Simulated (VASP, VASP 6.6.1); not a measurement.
# Lattice constants of YNi₂Si₂: PBEsol at the 1 % limit, r²SCAN closer

## Reference data

The reference values are the tetragonal lattice constants of YNi$_2$Si$_2$, obtained by powder X-ray diffraction on an arc-melted polycrystal and taken from "Magnetic Properties of RFe2Si2 and R(Fe1-xMx)2Si2 Systems (R=La, Y and Lu, M= Ni, Mn and Cu)" (2013, arXiv:1311.1984). The compound is the nickel end member of an Fe–Ni substitution series. The temperature is not given with the values; room temperature is assumed here, as is usual for such characterisation. A separate published structure refinement, which supplies the starting structure, has $a$ shorter by 0.004 Å and $c$ longer by 0.006 Å. The two cells thus differ by about 0.1 % in each direction, which gives a rough idea of the scatter between samples.

| compared with | measured | method |
| --- | --- | --- |
| lattice constant a of the conventional cell (Å) | 3.963 ± 0.001 | powder XRD |
| lattice constant c of the conventional cell (Å) | 9.544 ± 0.003 | powder XRD |

Conditions are those given with the value in the passage it was taken from; "not stated" means there, and the paper may say more elsewhere. The values are a selection: others may have been left out beforehand as unlike or outlying.

## Method

The aim is to reproduce $a$ and $c$ separately, each within 1 %. This is about the error expected of a good semilocal functional for an intermetallic, and it lies well above both the difference between the two diffraction cells and the thermal expansion up to room temperature, roughly 0.2 to 0.3 % in length. The calculations describe static nuclei at zero temperature, so a result slightly below the measured cell would be natural. Judging the axes separately matters because an error in the layer stacking along $c$ can be offset in the volume by an opposite error in $a$.

The model is the five-atom primitive cell of the ThCr$_2$Si$_2$ type, with cell and internal silicon position relaxed from a volume stretched by 3 %. PBEsol is the natural first choice for a densely packed metal, where LDA usually contracts the lattice too far. A low cutoff or a coarse mesh would save little in so small a cell and would put basis-set stress or Fermi-surface sampling errors into the very quantity sought. The PBEsol result is to be checked with a higher cutoff and a denser mesh, and then set beside one neighbouring functional.

Nickel is expected to carry no ordered moment in this compound. The relaxation nevertheless starts from parallel moments, so that their disappearance is a result of the calculation.

System: YSi2Ni2; I4/mmm (No. 139), 5 atoms in the cell; conventional a = 3.959, c = 9.550 A, from a published structure refinement (COD).

On the selection of runs and values: Further runs on this system are not shown.

## 1. PBEsol relaxation of the cell

The PBEsol relaxation at 450 eV with an $8\times8\times8$ mesh comes first. Both axes are expected within 1 % of experiment, probably on the short side, with the nickel moments vanishing.

**Run 1.** VASP 6.6.1: PBEsol, parallel starting moments; 450 eV, 8x8x8 k mesh; cell and atoms relaxed, relaxed twice, LASPH on.

Key lines of the input:
```
ALGO = Normal
EDIFF = 1E-06
EDIFFG = -0.006
ENCUT = 450
GGA = PS
IBRION = 2
ISIF = 3
ISMEAR = 1
ISPIN = 2
LASPH = .TRUE.
LMAXMIX = 4
MAGMOM = 0 1 1 0 0
NBANDS = 30
NELM = 100
NSW = 50
PREC = Accurate
SIGMA = 0.15
KPOINTS: Gamma, 8 8 8
PAW data sets: Y_sv Ni Si (PBE 64)
```

Command:
```
mpirun -np 8 vasp_std
```

Selected lines of the output:
```
[second pass]
   5 F= -.35224703E+02 E0= -.35224843E+02  d E =-.119252E-04  mag=     0.0000
 reached required accuracy - stopping structural energy minimisation
  external PRESSURE =      -0.4028719 kB  Pullay stress =       0.0000000 kB
     0.000000000 -3.922487404  0.000000000    -0.000000000 -0.254940271  0.105699371
```

Converged; 8.7 min on 8 cores of AMD EPYC 7R43 64, shared host.

| quantity | run 1 | measured | deviation |
| --- | --- | --- | --- |
| lattice constant a of the conventional cell (Å) | 3.922 | 3.963 ± 0.001 | −0.041 (−1.0 %) |
| lattice constant c of the conventional cell (Å) | 9.461 | 9.544 ± 0.003 | −0.083 (−0.9 %) |
| largest moment in a PAW sphere (μB) | 0 |  |  |
| volume of the conventional cell (Å³) | 145.56 |  |  |
| space group at the end | I4/mmm |  |  |
| pressure left at the end (GPa) | −0.0403 |  |  |

The nickel moments vanish, and both axes come out short. The $c$ axis is inside the 1 % target, while $a$ misses it by about 0.001 Å. Measured against the cell of the structure refinement, the same $a$ would pass, so the call on this axis is undecided. The contraction is nearly the same along both directions, which points to a general overbinding and not to a specific error in the layer stacking. Thermal expansion of the assumed room-temperature sample would account for only part of it.

## 2. Higher cutoff and denser mesh

With $a$ so close to the limit, the numerical settings have to be examined before the functional is judged. One relaxation raises the cutoff to 600 eV at the same mesh, the other refines the mesh to $12\times12\times12$ at the same cutoff, so that the two effects remain separate. Shifts of a few thousandths of an ångström at most are expected, too small to remove the contraction but possibly enough to move $a$ across the limit.

**Run 2.** VASP 6.6.1: PBEsol, parallel starting moments; 600 eV, 8x8x8 k mesh; cell and atoms relaxed, relaxed twice, LASPH on.

Key lines of the input, as changed from run 1:
```diff
- ENCUT = 450
+ ENCUT = 600
```

Selected lines of the output:
```
  volume of cell :       72.79
     0.000000000 -3.922568731 -0.000000000     0.000000000 -0.254934985  0.105694692
```

Converged; 18 min of wall time.

**Run 3.** VASP 6.6.1: PBEsol, parallel starting moments; 450 eV, 12x12x12 k mesh; cell and atoms relaxed, relaxed twice, LASPH on.

Key lines of the input, as changed from run 1:
```diff
- KPOINTS: Gamma, 8 8 8
+ KPOINTS: Gamma, 12 12 12
```

Selected lines of the output:
```
  volume of cell :       72.77
     0.000000000 -3.925809416  0.000000000    -0.000000000 -0.254724541  0.105888845
     1.962904708 -1.962904708 -4.721932718     0.000000000 -0.000000000 -0.211777689
```

Converged; 21 min of wall time.

| quantity | run 2 | run 3 | measured |
| --- | --- | --- | --- |
| lattice constant a of the conventional cell (Å) | 3.923 | 3.926 | 3.963 ± 0.001 |
| lattice constant c of the conventional cell (Å) | 9.461 | 9.444 | 9.544 ± 0.003 |
| largest moment in a PAW sphere (μB) | 0 | 0 |  |
| volume of the conventional cell (Å³) | 145.58 | 145.55 |  |
| space group at the end | I4/mmm | I4/mmm |  |
| pressure left at the end (GPa) | −0.0289 | 0.0523 |  |

Raising the cutoff changes neither axis by more than 0.001 Å. The denser mesh leaves the volume almost unchanged but redistributes it: $a$ grows by 0.003 Å while $c$ shrinks by 0.017 Å, more than the few thousandths expected. The axial ratio is therefore more sensitive to Brillouin-zone sampling than the volume is.

The two axes exchange roles as a result. On the denser mesh $a$ passes narrowly and $c$ misses narrowly, by about 0.005 Å. These margins are too thin to carry much meaning, but the contraction of about 1 % along both directions persists and is not a product of the cutoff or of the coarser mesh.

## 3. r²SCAN as the neighbouring functional

The remaining contraction calls for a functional that binds less strongly. LDA would be expected to shorten the cell further, and so would an added dispersion attraction, so r$^2$SCAN is the more useful comparison. It is expected to lengthen both axes. Its known tendency to exaggerate magnetism in itinerant metals makes the nickel moment worth watching, since a spurious moment could itself expand the lattice. The comparison with PBEsol is to be made at the same $8\times8\times8$ mesh, with the mesh shift in $c$ kept in mind.

**Run 4.** VASP 6.6.1: r2SCAN, parallel starting moments; 450 eV, 8x8x8 k mesh; cell and atoms relaxed, relaxed twice, LASPH on.

Key lines of the input, as changed from run 1:
```diff
- GGA = PS
+ METAGGA = R2SCAN
```

Selected lines of the output:
```
[second pass]
   1 F= -.66136935E+02 E0= -.66136719E+02  d E =-.661369E+02  mag=     0.0003
 reached required accuracy - stopping structural energy minimisation
  volume of cell :       73.89
     0.000000000 -3.946526039  0.000000000     0.000000000 -0.253387407  0.105396840
     1.973263020 -1.973263020 -4.743975229     0.000000000  0.000000000 -0.210793681
```

Converged; 18 min of wall time.

| quantity | run 4 | measured | deviation |
| --- | --- | --- | --- |
| lattice constant a of the conventional cell (Å) | 3.947 | 3.963 ± 0.001 | −0.016 (−0.4 %) |
| lattice constant c of the conventional cell (Å) | 9.488 | 9.544 ± 0.003 | −0.056 (−0.6 %) |
| largest moment in a PAW sphere (μB) | 0 |  |  |
| volume of the conventional cell (Å³) | 147.78 |  |  |
| space group at the end | I4/mmm |  |  |
| pressure left at the end (GPa) | −0.0245 |  |  |

With r$^2$SCAN both axes lie inside the target, $a$ short by 0.4 % and $c$ by 0.6 %. Relative to PBEsol on the same mesh, $a$ grows by about 0.024 Å and $c$ by about 0.027 Å, so the relative expansion is larger within the layers than along the stacking direction. The nickel moment vanishes here too, which rules out a spurious magnetic expansion as the source of the better agreement.

A finer mesh for r$^2$SCAN is not shown in this report, so the size of its sampling error in $c$ is not known here. For scale, the room left before $c$ would miss the target is about 0.04 Å, roughly twice the shift that the denser mesh produced with PBEsol. That comparison makes the pass plausible on a finer mesh without proving it.

## Comparison with experiment

| run | settings | lattice constant a of the conventional cell (Å) | deviation | lattice constant c of the conventional cell (Å) | deviation | cost |
| --- | --- | --- | --- | --- | --- | --- |
| 1 | PBEsol, 450 eV, 8x8x8 k mesh | 3.922 | −0.041 (−1.0 %) | 9.461 | −0.083 (−0.9 %) | 69 core-min |
| 2 | PBEsol, 600 eV, 8x8x8 k mesh | 3.923 | −0.040 (−1.0 %) | 9.461 | −0.083 (−0.9 %) | 2.4 core-h |
| 3 | PBEsol, 450 eV, 12x12x12 k mesh | 3.926 | −0.037 (−0.9 %) | 9.444 | −0.100 (−1.0 %) | 2.8 core-h |
| 4 | r2SCAN, 450 eV, 8x8x8 k mesh | 3.947 | −0.016 (−0.4 %) | 9.488 | −0.056 (−0.6 %) | 2.4 core-h |
|  | measured | 3.963 ± 0.001 |  | 9.544 ± 0.003 |  |  |

Further runs on the same system, made beside this series (convergence steps with loose settings among them):

| further | settings | lattice constant a of the conventional cell (Å) | deviation | lattice constant c of the conventional cell (Å) | deviation | cost |
| --- | --- | --- | --- | --- | --- | --- |
| F1 | PBEsol + D3(BJ), 450 eV, 8x8x8 k mesh | 3.878 | −0.085 (−2.1 %) | 9.372 | −0.172 (−1.8 %) | 2.1 core-h |
| F2 | LDA, 450 eV, 8x8x8 k mesh | 3.890 | −0.073 (−1.8 %) | 9.381 | −0.163 (−1.7 %) | 75 core-min |
| F3 | PBEsol, 270 eV, 8x8x8 k mesh | 3.909 | −0.054 (−1.4 %) | 9.437 | −0.107 (−1.1 %) | 56 core-min |
| F4 | PBEsol, 450 eV, 5x5x5 k mesh | 3.927 | −0.036 (−0.9 %) | 9.442 | −0.102 (−1.1 %) | 71 core-min |
|  | measured | 3.963 ± 0.001 |  | 9.544 ± 0.003 |  |  |

## Discussion

PBEsol, the level chosen at the outset, narrowly misses the target as a whole. On its densest mesh $a$ is just inside 1 %, but $c$ is short by 0.100 Å, about 0.005 Å beyond the limit. r$^2$SCAN meets the target on both axes, with $a$ short by 0.4 % and $c$ by 0.6 %, at 2.4 core-hours. A finer mesh for it is not shown in this report, so that pass carries a sampling error of unknown size.

The mesh test mattered most, because it shortened $c$ by about 0.017 Å between the two PBEsol meshes at nearly constant volume and reversed which PBEsol axis passed. The $5\times5\times5$ result lies within about 0.002 Å of the densest one, while the $8\times8\times8$ result stands apart. Convergence is therefore not monotonic, and the coarse mesh may agree by chance. Raising the cutoff to 600 eV only confirmed the 450 eV setting, whereas 270 eV shortened both axes noticeably.

The better agreement of r$^2$SCAN does not come from opposite errors in the two axes, nor from a spurious nickel moment. Thermal expansion to the assumed room temperature, roughly 0.2 to 0.3 % in length, has the right sign to explain part of the remaining shortfall, and zero-point motion would add a little more. For r$^2$SCAN this leaves a few tenths of a per cent at most. For PBEsol well over half of the contraction remains, which points to overbinding by the functional. LDA contracts the cell further, and adding D3(BJ) to PBEsol roughly doubles its error, so an added dispersion attraction is not the remedy.

The two diffraction cells differ by too little to account for the PBEsol contraction. To make the r$^2$SCAN pass firm, the natural next step is a relaxation on the $12\times12\times12$ mesh, with $c$ watched above all.

[Logs are printed without paths, hosts, clocks, repeated set-up lines and the standing remarks that a program may print on its own settings, such as how far it seeks lower states.]

[The runs shown are a pick from a larger set of finished runs; failed, doubtful and other runs were left out of it ahead of writing. So were measured values far from every level or from commonly accepted values, and agreement can look better than it is. Lines of input and output are excerpts and may be shortened.]
